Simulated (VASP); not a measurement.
# BN (F-43m) in VASP: a series of runs

The runs below take BN through single point, with PBE.

All numbers are computed with VASP 6.6.1; they aren't measurements. Logs are shortened: lines on timing, memory, paths and dates and some standing lists are left out, and cuts for length are marked.

**The experiment to reproduce.**

A printed reference work, monograph reports, for a bulk crystal of BN at 300 K: band gap 6.4 eV (indirect).

The runs below are set against these values where they give the same quantity.

## Step 1: The cell of the first run

The structure is cubic, space group F-43m (No. 216). The conventional cell has a = 3.649 Å, b = 3.649 Å, c = 3.649 Å, α = 90.00°, β = 90.00°, γ = 90.00°. Within 2.1 Å of B (site symmetry -43m) lie 4 N at 1.58 Å. Within 2.1 Å of N (site symmetry -43m) lie 4 B at 1.58 Å.

## Step 2: Single point, PBE (volume scaled by 1.020)

INCAR

```
SYSTEM = BN
PREC = Accurate
ENCUT = 520
EDIFF = 1E-6
ISMEAR = 0
SIGMA = 0.05
LREAL = .False.
LASPH = .True.
NELM = 100
ALGO = Normal
ISIF = 2
LWAVE = .False.
LCHARG = .True.
GGA = PE
LELF = .True.
LVHAR = .True.
NBANDS = 11
```

KPOINTS

```
Automatic mesh
0
Gamma
  16 16 16
  0 0 0
```

POSCAR

```
BN
1.0
    0.0000000000      1.8243453096      1.8243453096
    1.8243453096      0.0000000000      1.8243453096
    1.8243453096      1.8243453096      0.0000000000
B N
1 1
Direct
    0.0000000000      0.0000000000      0.0000000000
    0.7500000000      0.7500000000      0.7500000000
```

Potentials or basis: VASP PAW PBE potentials, release 64 (B, N).

Command:

```
> cat potpaw_PBE.64/B/POTCAR potpaw_PBE.64/N/POTCAR > POTCAR
> mpirun -np 1 vasp_std > vasp.out
```

OUTCAR:

```text
SYSTEM = BN
   PREC = Accurate
   ENCUT = 520
   EDIFF = 1E-6
   ISMEAR = 0
   LREAL = .False.
   LASPH = .True.
   NELM = 100
   ISIF = 2
   GGA = PE

 ion  position               nearest neighbor table
   1  0.000  0.000  0.000-   2 1.58   2 1.58   2 1.58   2 1.58
   2  0.750  0.750  0.750-   1 1.58   1 1.58   1 1.58   1 1.58

  LATTYP: Found a face centered cubic cell.
 ALAT       =     3.6486906192

  Lattice vectors:

 A1 = (   0.0000000000,   1.8243453096,   1.8243453096)
 A2 = (   1.8243453096,   0.0000000000,   1.8243453096)
 A3 = (   1.8243453096,   1.8243453096,   0.0000000000)

Analysis of symmetry for initial positions (statically):
=====================================================================
 Subroutine PRICEL returns:
 Original cell was already a primitive cell.

 Routine SETGRP: Setting up the symmetry group for a
 face centered cubic supercell.

 Subroutine GETGRP returns: Found 24 space group operations
 (whereof 24 operations were pure point group operations)
 out of a pool of 48 trial point group operations.

The static configuration has the point symmetry T_d .

Analysis of symmetry for dynamics (positions and initial velocities):
=====================================================================
 Subroutine PRICEL returns:
 Original cell was already a primitive cell.

 Routine SETGRP: Setting up the symmetry group for a
 face centered cubic supercell.

 Subroutine GETGRP returns: Found 24 space group operations
 (whereof 24 operations were pure point group operations)
 out of a pool of 48 trial point group operations.

The dynamic configuration has the point symmetry T_d .

 Subroutine INISYM returns: Found 24 space group operations
 (whereof 24 operations are pure point group operations),
 and found     1 'primitive' translations

----------------------------------------------------------------------------------------

                                     Primitive cell

  volume of cell :      12.1437

  direct lattice vectors                    reciprocal lattice vectors
     0.000000000  1.824345310  1.824345310    -0.274070921  0.274070921  0.274070921
     1.824345310  0.000000000  1.824345310     0.274070921 -0.274070921  0.274070921
     1.824345310  1.824345310  0.000000000     0.274070921  0.274070921 -0.274070921

  length of vectors
     2.580013879  2.580013879  2.580013879     0.474704761  0.474704761  0.474704761

  position of ions in fractional coordinates (direct lattice)
     0.000000000  0.000000000  0.000000000
     0.750000000  0.750000000  0.750000000

  ion indices of the primitive-cell ions
   primitive index   ion index
                 1           1
                 2           2

----------------------------------------------------------------------------------------

 KPOINTS: Automatic mesh

Automatic generation of k-mesh.
 Grid dimensions read from file:
 generate k-points for:   16   16   16

 Generating k-lattice:

  Cartesian coordinates                     Fractional coordinates (reciprocal lattice)
    -0.017129433  0.017129433  0.017129433     0.062500000  0.000000000  0.000000000
     0.017129433 -0.017129433  0.017129433     0.000000000  0.062500000  0.000000000
     0.017129433  0.017129433 -0.017129433     0.000000000  0.000000000  0.062500000

  Length of vectors
     0.029669048  0.029669048  0.029669048

  Shift w.r.t. Gamma in fractional coordinates (k-lattice)
     0.000000000  0.000000000  0.000000000

 Subroutine IBZKPT returns following result:
 ===========================================

 Found    145 irreducible k-points:

 Following reciprocal coordinates:
            Coordinates               Weight
  0.000000  0.000000  0.000000      1.000000
  0.062500  0.000000  0.000000      8.000000
  0.125000  0.000000  0.000000      8.000000
  0.187500  0.000000  0.000000      8.000000
  0.250000  0.000000  0.000000      8.000000
  0.312500  0.000000  0.000000      8.000000
[... 16 lines left out ...]
 -0.125000  0.062500  0.000000     24.000000
 -0.062500  0.062500  0.000000     12.000000
 [... further k-points ...]
   k-points           NKPTS =    145   k-points in BZ     NKDIM =    145   number of bands    NBANDS=     11
   number of dos      NEDOS =    301   number of ions     NIONS =      2
   total plane-waves  NPLWV =   8000
   dimension x,y,z NGX =    20 NGY =   20 NGZ =   20
   dimension x,y,z NGXF=    40 NGYF=   40 NGZF=   40
   ions per type =               1   1
   NGX,Y,Z   is equivalent  to a cutoff of  12.89, 12.89, 12.89 a.u.
   NGXF,Y,Z  is equivalent  to a cutoff of  25.77, 25.77, 25.77 a.u.
 SYSTEM =  BN
   PREC   = accura    normal or accurate (medium, high low for compatibility)
   ISTART =      0    job   : 0-new  1-cont  2-samecut
   ICHARG =      2    charge: 1-file 2-atom 10-const
   ISPIN  =      1    spin polarized calculation?
   LNONCOLLINEAR =      F non collinear calculations
   LSORBIT =      F    spin-orbit coupling
   LASPH  =      T    aspherical Exc in radial PAW
   ENCUT  =  520.0 eV  38.22 Ry    6.18 a.u.   4.80  4.80  4.80*2*pi/ulx,y,z
   NELM   =    100;   NELMIN=  2; NELMDL= -5     # of ELM steps
   EDIFF  = 0.1E-05   stopping-criterion for ELM
   LREAL  =      F    real-space projection
   EDIFFG = 0.1E-04   stopping-criterion for IOM
   NSW    =      0    number of steps for IOM
   IBRION =     -1    ionic relax: 0-MD 1-quasi-New 2-CG
   NFREE  =      0    steps in history (QN), initial steepest desc. (CG)
   ISIF   =      2    stress and relaxation
   ISYM   =      2    0-nonsym 1-usesym 2-fastsym
   POTIM  = 0.5000    time-step for ionic-motion
   TEBEG  =    0.0;   TEEND  =   0.0 temperature during run
   PSTRESS=    0.0 pullay stress
   NELECT =       8.0000    total number of electrons
   NUPDOWN=      -1.0000    fix difference up-down
   EMIN   =  10.00;   EMAX   =-10.00  energy-range for DOS
   EFERMI =   0.00;   METHOD = LEGACY
   ISMEAR =     0;   SIGMA  =   0.05  broadening in eV -4-tet -1-fermi 0-gaus
   EFERMI_NEDOS =   21; number of points for ismear=-14 and -15
   IALGO  =     38    algorithm
   IMIX   =      4    mixing-type and parameters
     AMIX     =   0.40;   BMIX     =  1.00
     AMIX_MAG =   1.60;   BMIX_MAG =  1.00
  volume/ion in A,a.u.               =       6.07        40.97
  Fermi-wavevector in a.u.,A,eV,Ry     =   1.424474  2.691865 27.607928  2.029125
  Thomas-Fermi vector in A             =   2.544961
   LORBIT       =      0    0 simple, 1 ext, 2 COOP (PROOUT), +10 PAW based schemes
   GGA     = PE    functional components
   LHFCALC =     F    Hartree Fock is set to
   AEXX    =    0.0000 exact exchange contribution
   IVDW    =     0    specifies the selected vdW correction
   LEPSILON=     F    determine dielectric tensor
   LRPA    =     F    only Hartree local field effects (RPA)
 non-spin polarized calculation
 Gauss-broadening in eV      SIGMA  =   0.05
  energy-cutoff  :      520.00
  volume of cell :       12.14
 maximum number of plane-waves:       342
   NGX =  9   NGY =  9   NGZ =  9

 number of electron       8.0000000 magnetization

 Free energy of the ion-electron system (eV)
  ---------------------------------------------------
  ext. energy  EPLUGINS =         0.00000000
  ---------------------------------------------------
  free energy    TOTEN  =       -17.44635886 eV

  energy without entropy =      -17.44635886  energy(sigma->0) =      -17.44635886

 E-fermi :   7.3004     XC(G=0): -12.6851

 val. band max:        7.0640509409   @ k =   0.0000   0.0000   0.0000
 cond. band min:      11.4932615651   @ k =   0.5000   0.5000   0.0000
 fundamental gap:      4.4292106242
 Fermi energy:         7.3004170700

 k-point     1 :       0.0000    0.0000    0.0000
  band No.  band energies     occupation
      1     -12.8536      2.00000
      2       7.0641      2.00000
      3       7.0641      2.00000
      4       7.0641      2.00000
      5      15.7515      0.00000
      6      15.7515      0.00000
      7      15.7515      0.00000
      8      16.9644      0.00000
      9      31.2972      0.00000
     10      34.4956      0.00000
     11      34.4956      0.00000

 k-point     2 :       0.0625    0.0000    0.0000
  band No.  band energies     occupation
      1     -12.7606      2.00000
      2       6.5409      2.00000
      3       6.9631      2.00000
      4       6.9631      2.00000
      5      15.8574      0.00000
      6      15.9051      0.00000
      7      15.9051      0.00000
      8      17.3035      0.00000
      9      31.2176      0.00000
     10      32.8630      0.00000
     11      32.8630      0.00000

 k-point     3 :       0.1250    0.0000    0.0000
  band No.  band energies     occupation
      1     -12.4833      2.00000
      2       5.2226      2.00000
      3       6.6951      2.00000
      4       6.6951      2.00000
      5      16.0407      0.00000
      6      16.3050      0.00000
      7      16.3050      0.00000
      8      18.1932      0.00000
      9      30.9545      0.00000
     10      31.4451      0.00000
     11      31.4451      0.00000

 k-point     4 :       0.1875    0.0000    0.0000
  band No.  band energies     occupation
      1     -12.0284      2.00000
      2       3.5170      2.00000
      3       6.3380      2.00000
      4       6.3380      2.00000
      5      16.2293      0.00000
      6      16.8024      0.00000
      7      16.8024      0.00000
      8      19.2749      0.00000
      9      30.5478      0.00000
     10      30.5958      0.00000
     11      30.5958      0.00000

 k-point     5 :       0.2500    0.0000    0.0000
  band No.  band energies     occupation
      1     -11.4100      2.00000
      2       1.6943      2.00000
      3       5.9679      2.00000
      4       5.9679      2.00000
      5      16.4191      0.00000
      6      17.2334      0.00000
      7      17.2334      0.00000
      8      20.2704      0.00000
      9      30.1638      0.00000
     10      30.4028      0.00000
     11      30.4028      0.00000
[... 211 lines left out ...]
 k-point    21 :      -0.2500    0.0625    0.0000
  band No.  band energies     occupation
      1     -11.0947      2.00000
      2       1.1229      2.00000
      3       5.1889      2.00000
      4       6.0726      2.00000
      5      16.7057      0.00000
      6      17.1707      0.00000
      7      17.6561      0.00000
      8      20.4996      0.00000
      9      29.3009      0.00000
     10      29.4643      0.00000
     11      32.5019      0.00000

 k-point    22 :      -0.1875    0.0625    0.0000
  band No.  band energies     occupation
      1     -11.7598      2.00000
      2       2.9108      2.00000
      3       5.5353      2.00000
      4       6.4530      2.00000
      5      16.4697      0.00000
      6      16.7399      0.00000
      7      17.3600      0.00000
      8      19.6428      0.00000
      9      29.2692      0.00000
     10      29.5807      0.00000
     11      32.5458      0.00000

 k-point    23 :      -0.1250    0.0625    0.0000
  band No.  band energies     occupation
      1     -12.2696      2.00000
      2       4.6172      2.00000
      3       5.9546      2.00000
      4       6.7787      2.00000
      5      16.1950      0.00000
      6      16.2804      0.00000
      7      16.9046      0.00000
      8      18.6843      0.00000
      9      29.9091      0.00000
     10      30.0596      0.00000
     11      32.7359      0.00000

 k-point    24 :      -0.0625    0.0625    0.0000
  band No.  band energies     occupation
      1     -12.6061      2.00000
      2       5.9530      2.00000
      3       6.4501      2.00000
      4       6.9701      2.00000
      5      15.9294      0.00000
      6      15.9559      0.00000
      7      16.4101      0.00000
      8      17.7940      0.00000
      9      30.7830      0.00000
     10      31.1409      0.00000
     11      32.9700      0.00000

 [... further k-points ...]
[... 5 lines left out ...]
  --------------------------------------------------------------------------------------
  -------------------------------------------------------------------------------------
  Total       -0.5235002     -0.5235002     -0.5235002     -0.0000000      0.0000000      0.0000000
  in kB      -69.0679144    -69.0679144    -69.0679144     -0.0000000      0.0000000      0.0000000
  external PRESSURE =     -69.0679144 kB  Pullay stress =       0.0000000 kB

 VOLUME and BASIS-vectors are now :
 -----------------------------------------------------------------------------
  energy-cutoff  :      520.00
  volume of cell :       12.14
      direct lattice vectors                 reciprocal lattice vectors
     0.000000000  1.824345310  1.824345310    -0.274070921  0.274070921  0.274070921
     1.824345310  0.000000000  1.824345310     0.274070921 -0.274070921  0.274070921
     1.824345310  1.824345310  0.000000000     0.274070921  0.274070921 -0.274070921

 POSITION                                       TOTAL-FORCE (eV/Angst)
 -----------------------------------------------------------------------------------
      0.00000      0.00000      0.00000        -0.000000     -0.000000     -0.000000
      2.73652      2.73652      2.73652         0.000000      0.000000      0.000000
 -----------------------------------------------------------------------------------
    total drift:                               -0.000000     -0.000000     -0.000000

  FREE ENERGIE OF THE ION-ELECTRON SYSTEM (eV)
  ---------------------------------------------------
  free  energy   TOTEN  =       -17.4463588583 eV

  energy  without entropy=      -17.4463588583  energy(sigma->0) =      -17.44635886
```

Run time: 7.2 s. Hardware: 1 thread of Intel Xeon 6975P-C (Granite Rapids), shared host; peak memory 0.12 GiB.

What came out:

```yaml
Free_energy: -17.4464 eV
Pressure: -6.9 GPa
Band_gap_on_the_k_mesh: 4.43 eV, indirect (least direct gap 8.69 eV)
```

Levels at points of the mesh, in eV from the valence-band top:
```tsv
k point	band 1	band 2	band 3	band 4	band 5	band 6	band 7	band 8
(0.00, 0.00, 0.00)	-19.92	0.00	0.00	0.00	8.69	8.69	8.69	9.90
(0.50, 0.00, 0.00)	-15.83	-10.44	-1.89	-1.89	9.78	10.55	10.55	14.97
(0.50, 0.50, 0.00)	-14.50	-8.74	-4.77	-4.77	4.43	9.07	17.49	17.49
```

(Continued in part 2 of 2.)
